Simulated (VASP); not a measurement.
# Si (Fd-3m) in VASP: notebook

One crystal, Si, is run at these levels: PBEsol, HSE06; tasks: relaxation of cell and atoms.

Program: VASP 6.6.1. These are calculated values, not measurements. Logs are shortened: lines on timing, memory, paths and dates and some standing lists are left out, and cuts for length are marked.

## Step 1: The structure

It takes space group Fd-3m (No. 227, cubic). Conventional cell: a = 5.427 Å, b = 5.427 Å, c = 5.427 Å, α = 90.00°, β = 90.00°, γ = 90.00°. Around Si (site symmetry -43m) lie 4 Si at 2.35 Å.

## Step 2: Relaxation of cell and atoms, PBEsol

The input, INCAR:

```
SYSTEM = Si
ALGO     = Normal         ! electronic algorithm
EDIFF    = 1E-6           ! SCF threshold, eV
EDIFFG   = -0.01          ! ionic threshold
ENCUT    = 600            ! plane-wave cutoff, eV
GGA      = PS             ! functional
IBRION   = 2              ! ionic algorithm
ISIF     = 3              ! what is computed and relaxed
ISMEAR   = 0              ! smearing method
KPAR     = 4            
LASPH    = .True.         ! aspherical terms in the spheres
LCHARG   = .False.        ! write CHGCAR
LREAL    = .False.        ! projectors in reciprocal space
LWAVE    = .False.        ! write WAVECAR
NELM     = 80             ! most SCF steps
NSW      = 90             ! ionic steps
PREC     = Accurate       ! precision mode
SIGMA    = 0.03           ! smearing width, eV
```

The input, KPOINTS:

```
k-points
0
Gamma
  10 10 10
  0 0 0
```

The input, POSCAR:

```
Si
1.0
    0.0000000000      2.7135600000      2.7135600000
    2.7135600000      0.0000000000      2.7135600000
    2.7135600000      2.7135600000      0.0000000000
Si
2
Direct
    0.7500000000      0.7500000000      0.7500000000
    0.5000000000      0.5000000000      0.5000000000
```

Potentials or basis: VASP PAW PBE potentials, release 64 (Si).

Started as:

```sh
> cat potpaw_PBE.64/Si/POTCAR > POTCAR
> mpirun -np 4 vasp_std > vasp.out
```

OUTCAR:

```text
SYSTEM = Si
   EDIFF = 1E-6
   EDIFFG = -0.01
   ENCUT = 600
   GGA = PS
   IBRION = 2
   ISIF = 3
   ISMEAR = 0
   LASPH = .True.
   LREAL = .False.
   NELM = 80
   NSW = 90
   PREC = Accurate

 ion  position               nearest neighbor table
   1  0.750  0.750  0.750-   2 2.35   2 2.35   2 2.35   2 2.35
   2  0.500  0.500  0.500-   1 2.35   1 2.35   1 2.35   1 2.35

  LATTYP: Found a face centered cubic cell.
 ALAT       =     5.4271200000

  Lattice vectors:

 A1 = (   0.0000000000,   2.7135600000,   2.7135600000)
 A2 = (   2.7135600000,   0.0000000000,   2.7135600000)
 A3 = (   2.7135600000,   2.7135600000,   0.0000000000)

Analysis of symmetry for initial positions (statically):
=====================================================================
 Subroutine PRICEL returns:
 Original cell was already a primitive cell.

 Routine SETGRP: Setting up the symmetry group for a
 face centered cubic supercell.

 Subroutine GETGRP returns: Found 48 space group operations
 (whereof 24 operations were pure point group operations)
 out of a pool of 48 trial point group operations.

The static configuration has the point symmetry T_d .
 The point group associated with its full space group is O_h .

Analysis of symmetry for dynamics (positions and initial velocities):
=====================================================================
 Subroutine PRICEL returns:
 Original cell was already a primitive cell.

 Routine SETGRP: Setting up the symmetry group for a
 face centered cubic supercell.

 Subroutine GETGRP returns: Found 48 space group operations
 (whereof 24 operations were pure point group operations)
 out of a pool of 48 trial point group operations.

The dynamic configuration has the point symmetry T_d .
 The point group associated with its full space group is O_h .

 Subroutine INISYM returns: Found 48 space group operations
 (whereof 24 operations are pure point group operations),
 and found     1 'primitive' translations

----------------------------------------------------------------------------------------

                                     Primitive cell

  volume of cell :      39.9621

  direct lattice vectors                    reciprocal lattice vectors
     0.000000000  2.713560000  2.713560000    -0.184259792  0.184259792  0.184259792
[... 94 lines left out ...]
   POTIM  = 0.5000    time-step for ionic-motion
   TEBEG  =    0.0;   TEEND  =   0.0 temperature during run
   PSTRESS=    0.0 pullay stress
   NELECT =       8.0000    total number of electrons
   NUPDOWN=      -1.0000    fix difference up-down
   EMIN   =  10.00;   EMAX   =-10.00  energy-range for DOS
   EFERMI =   0.00;   METHOD = LEGACY
   ISMEAR =     0;   SIGMA  =   0.03  broadening in eV -4-tet -1-fermi 0-gaus
   EFERMI_NEDOS =   21; number of points for ismear=-14 and -15
   IALGO  =     38    algorithm
   IMIX   =      4    mixing-type and parameters
     AMIX     =   0.40;   BMIX     =  1.00
     AMIX_MAG =   1.60;   BMIX_MAG =  1.00
  volume/ion in A,a.u.               =      19.98       134.84
  Fermi-wavevector in a.u.,A,eV,Ry     =   0.957684  1.809760 12.478691  0.917158
  Thomas-Fermi vector in A             =   2.086724
   LORBIT       =      0    0 simple, 1 ext, 2 COOP (PROOUT), +10 PAW based schemes
   GGA     = PS    functional components
   LHFCALC =     F    Hartree Fock is set to
   AEXX    =    0.0000 exact exchange contribution
   IVDW    =     0    specifies the selected vdW correction
   LEPSILON=     F    determine dielectric tensor
   LRPA    =     F    only Hartree local field effects (RPA)
 conjugate gradient relaxation of ions
 non-spin polarized calculation
 Gauss-broadening in eV      SIGMA  =   0.03
  energy-cutoff  :      600.00
  volume of cell :       39.96
 maximum number of plane-waves:      1363
   NGX = 15   NGY = 15   NGZ = 15

--------------------------------------- Ionic step        1  -------------------------------------------

 number of electron       7.9999999 magnetization

 Free energy of the ion-electron system (eV)
  ---------------------------------------------------
  ext. energy  EPLUGINS =         0.00000000
  ---------------------------------------------------
  free energy    TOTEN  =       -11.49228947 eV

  energy without entropy =      -11.49228947  energy(sigma->0) =      -11.49228947

------------------------ aborting loop because EDIFF is reached ----------------------------------------

  FORCE on cell =-STRESS in cart. coord.  units (eV):
  Direction    XX          YY          ZZ          XY          YZ          ZX
  --------------------------------------------------------------------------------------
  -------------------------------------------------------------------------------------
  Total        0.1140348      0.1140348      0.1140348      0.0000000      0.0000000      0.0000000
  in kB        4.5719330      4.5719330      4.5719330      0.0000000      0.0000000      0.0000000
  external PRESSURE =       4.5719330 kB  Pullay stress =       0.0000000 kB
[... 59 lines left out ...]
--------------------------------------- Ionic step        3  -------------------------------------------

 number of electron       7.9999999 magnetization

 Free energy of the ion-electron system (eV)
  ---------------------------------------------------
  ext. energy  EPLUGINS =         0.00000000
  ---------------------------------------------------
  free energy    TOTEN  =       -11.49255543 eV

  energy without entropy =      -11.49255543  energy(sigma->0) =      -11.49255543

 E-fermi :   5.9295     XC(G=0):  -9.5428

 val. band max:        5.7622116002   @ k =   0.0000   0.0000   0.0000
 cond. band min:       6.2336800472   @ k =   0.4000   0.4000   0.0000
 fundamental gap:      0.4714684470
 Fermi energy:         5.9294791978

 k-point     1 :       0.0000    0.0000    0.0000
  band No.  band energies     occupation
      1      -6.2091      2.00000
      2       5.7622      2.00000
      3       5.7622      2.00000
      4       5.7622      2.00000
      5       8.2784      0.00000
      6       8.2784      0.00000
      7       8.2784      0.00000
      8       9.0552      0.00000
[... 243 lines left out ...]
 k-point    24 :       0.4000    0.3000    0.0000
  band No.  band energies     occupation
      1      -4.0432      2.00000
      2       0.3391      2.00000
      3       2.8795      2.00000
      4       3.3137      2.00000
      5       6.7116      0.00000
      6       7.8986      0.00000
      7      12.6607      0.00000
      8      12.7818      0.00000

 [... further k-points ...]
[... 5 lines left out ...]
  --------------------------------------------------------------------------------------
  -------------------------------------------------------------------------------------
  Total        0.0009868      0.0009868      0.0009868      0.0000000      0.0000000      0.0000000
  in kB        0.0393746      0.0393746      0.0393746      0.0000000      0.0000000      0.0000000
  external PRESSURE =       0.0393746 kB  Pullay stress =       0.0000000 kB
[... 17 lines left out ...]
  FREE ENERGIE OF THE ION-ELECTRON SYSTEM (eV)
  ---------------------------------------------------
  free  energy   TOTEN  =       -11.4925554341 eV

  energy  without entropy=      -11.4925554341  energy(sigma->0) =      -11.49255543

 reached required accuracy - stopping structural energy minimisation
```

OSZICAR:

```text
N       E                     dE             d eps       ncg     rms          rms(c)
DAV:   1     0.111041456313E+02    0.11104E+02   -0.37647E+03   752   0.917E+02
DAV:   2    -0.114220037619E+02   -0.22526E+02   -0.21601E+02  1168   0.911E+01
DAV:   3    -0.117153561422E+02   -0.29335E+00   -0.29335E+00   960   0.136E+01
[... 15 lines left out ...]
       N       E                     dE             d eps       ncg     rms          rms(c)
DAV:   1    -0.114926275515E+02   -0.21185E-03   -0.27146E-03   864   0.300E-01    0.470E-02
DAV:   2    -0.114925780595E+02    0.49492E-04   -0.46085E-05  1008   0.461E-02    0.282E-02
DAV:   3    -0.114925552870E+02    0.22773E-04   -0.55897E-05   896   0.378E-02    0.926E-03
DAV:   4    -0.114925554341E+02   -0.14711E-06   -0.48953E-07   568   0.657E-03
   3 F= -.11492555E+02 E0= -.11492555E+02  d E =-.265961E-03
```

CONTCAR:

```text
Si
   1.00000000000000
     0.0000000000000000    2.7178477093817830    2.7178477093817830
     2.7178477093817830    0.0000000000000000    2.7178477093817830
     2.7178477093817830    2.7178477093817830    0.0000000000000000
  Si
     2
Direct
     0.7500000000000000    0.7500000000000000    0.7500000000000000
     0.5000000000000000    0.5000000000000000    0.5000000000000000

  0.00000000E+00  0.00000000E+00  0.00000000E+00
  0.00000000E+00  0.00000000E+00  0.00000000E+00
```

Run time: 6.4 s. Hardware: 4 MPI ranks of Intel Xeon 6975P-C (Granite Rapids), shared host; peak memory 0.16 GiB.

Results:

```
Free energy                            : -11.4926 eV
Relaxed volume                         : 20.08 Å³/atom
Relaxed cell                           : a = 3.844 Å, b = 3.844 Å, c = 3.844 Å, α = 60.00°, β = 60.00°, γ = 60.00°
Space group after relaxing (to 0.05 Å) : Fd-3m (No. 227)
Energy gained by relaxing              : 0.1 meV/atom
Ionic steps                            : 3
Pressure after relaxing                : 0.0 GPa
Band gap on the k mesh                 : 0.47 eV, indirect (least direct gap 2.52 eV)
```

The path:
```tsv
step	energy change (eV)	largest force (eV/Å)	pressure (GPa)	volume (Å³)
1	0.0000	0.0000	0.46	39.96
2	-0.0001	0.0000	-0.32	40.29
3	-0.0003	0.0000	0.00	40.15
```

Final structure:
```cif
data_structure
_symmetry_space_group_name_H-M 'P 1'
_symmetry_Int_Tables_number 1
_cell_length_a 3.8436
_cell_length_b 3.8436
_cell_length_c 3.8436
_cell_angle_alpha 60.000
_cell_angle_beta 60.000
_cell_angle_gamma 60.000
_cell_volume 40.15
loop_
_atom_site_label
_atom_site_type_symbol
_atom_site_fract_x
_atom_site_fract_y
_atom_site_fract_z
_atom_site_occupancy
Si1 Si 0.75000 0.75000 0.75000 1
Si2 Si 0.50000 0.50000 0.50000 1
```

Levels at points of the mesh, in eV from the valence-band top:
| k point | band 1 | band 2 | band 3 | band 4 | band 5 | band 6 | band 7 | band 8 |
| --- | --- | --- | --- | --- | --- | --- | --- | --- |
| (0.00, 0.00, 0.00) | -11.97 | 0.00 | 0.00 | 0.00 | 2.52 | 2.52 | 2.52 | 3.29 |
| (0.50, 0.00, 0.00) | -9.63 | -7.00 | -1.20 | -1.20 | 1.46 | 3.27 | 3.27 | 7.51 |
| (0.50, 0.50, 0.00) | -7.82 | -7.82 | -2.87 | -2.87 | 0.59 | 0.59 | 10.04 | 10.04 |

Caveat: the PAW data sets were made with another functional, which shifts forces and pressure a little. A k mesh can miss the band edges.

## Step 3: Relaxation of cell and atoms, HSE06

This run uses another cell than the first one, of 20.08 Å³/atom, 1.005 times its volume.

The input, POSCAR:

```
Si                                      
1.0
    0.0000000000      2.7178477094      2.7178477094
    2.7178477094      0.0000000000      2.7178477094
    2.7178477094      2.7178477094      0.0000000000
  Si            
     2
Direct
     0.7500000000000000    0.7500000000000000    0.7500000000000000
     0.5000000000000000    0.5000000000000000    0.5000000000000000
```

The input, INCAR.step1:

```
SYSTEM = Si
ALGO     = Normal         ! electronic algorithm
EDIFF    = 1E-5           ! SCF threshold, eV
ENCUT    = 520            ! plane-wave cutoff, eV
GGA      = PE             ! functional
ISMEAR   = 0              ! smearing method
KPAR     = 4            
LASPH    = .True.         ! aspherical terms in the spheres
LCHARG   = .False.        ! write CHGCAR
LREAL    = .False.        ! projectors in reciprocal space
LWAVE    = .True.         ! write WAVECAR
NELM     = 80             ! most SCF steps
PREC     = Accurate       ! precision mode
SIGMA    = 0.03           ! smearing width, eV
```

The input, INCAR.step2:

```
SYSTEM = Si
ALGO     = Normal         ! electronic algorithm
EDIFF    = 1E-6           ! SCF threshold, eV
EDIFFG   = -0.01          ! ionic threshold
ENCUT    = 520            ! plane-wave cutoff, eV
GGA      = PE             ! functional
HFSCREEN = 0.2            ! screening, 1/A
IBRION   = 2              ! ionic algorithm
ISIF     = 3              ! what is computed and relaxed
ISMEAR   = 0              ! smearing method
ISTART   = 1            
KPAR     = 4            
LASPH    = .True.         ! aspherical terms in the spheres
LCHARG   = .False.        ! write CHGCAR
LHFCALC  = .True.         ! exact exchange
LREAL    = .False.        ! projectors in reciprocal space
LWAVE    = .False.        ! write WAVECAR
NELM     = 80             ! most SCF steps
NSW      = 25             ! ionic steps
PREC     = Accurate       ! precision mode
PRECFOCK = Fast         
SIGMA    = 0.03           ! smearing width, eV
```

The input, KPOINTS:

```
k-points
0
Gamma
  6 6 6
  0 0 0
```

Potentials or basis: VASP PAW PBE potentials, release 64 (Si).

Started as:

```sh
> cat potpaw_PBE.64/Si/POTCAR > POTCAR
> cp INCAR.step1 INCAR
> mpirun -np 4 vasp_std > vasp.out
> cp INCAR.step2 INCAR
> mpirun -np 4 vasp_std > vasp.out
```

Run time: 24 s. Hardware: 4 MPI ranks of Intel Xeon 6975P-C (Granite Rapids), shared host; peak memory 0.24 GiB.

Results (log left out):

```yaml
Free_energy: -12.5677 eV
Pressure_after_relaxing: -0.1 GPa
Band_gap_on_the_k_mesh: 1.31 eV, indirect (least direct gap 3.34 eV)
```

Final structure:
```
Si
1.0
     0.00000    2.71785    2.71785
     2.71785    0.00000    2.71785
     2.71785    2.71785    0.00000
Si
2
Direct
  0.75000 0.75000 0.75000
  0.50000 0.50000 0.50000
```

Levels at points of the mesh, in eV from the valence-band top:
```tsv
k point	band 1	band 2	band 3	band 4	band 5	band 6	band 7	band 8
(0.00, 0.00, 0.00)	-13.28	0.00	0.00	0.00	3.34	3.34	3.34	4.31
(0.50, 0.00, 0.00)	-10.69	-7.71	-1.31	-1.31	2.25	4.16	4.16	8.64
(0.50, 0.50, 0.00)	-8.67	-8.67	-3.13	-3.13	1.31	1.31	11.49	11.49
```

Caveat: the relaxation stopped at its first step, so nothing moved; the PAW data sets were made with another functional, which shifts forces and pressure a little. A k mesh can miss the band edges.

(Part 1 of 2 ends here.)
